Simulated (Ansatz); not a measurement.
Crystal: RbBr.

```
Rb Br
1.0
     0.00000    3.42700    3.42700
     3.42700    0.00000    3.42700
     3.42700    3.42700    0.00000
Rb Br
1 1
Cartesian
  0.0000 0.0000 0.0000
  3.4270 3.4270 3.4270
```

Program: Ansatz 0.2.0. Alike in all runs: task band structure; potentials or basis Ansatz PAW; no spin polarisation; cell as given; k mesh 7 × 7 × 7; smearing fermi-dirac 0.05 eV.

Q: Order these runs on this cell by their band gap on the k mesh, lowest first.
A. level LDA; cutoff (eV) 420
B. level r2SCAN; cutoff (eV) 500
C. level PBEsol; cutoff (eV) 420

A: A (3.95 eV), C (4.21 eV), B (4.97 eV).

Runs at the PBE level aren't shown here.
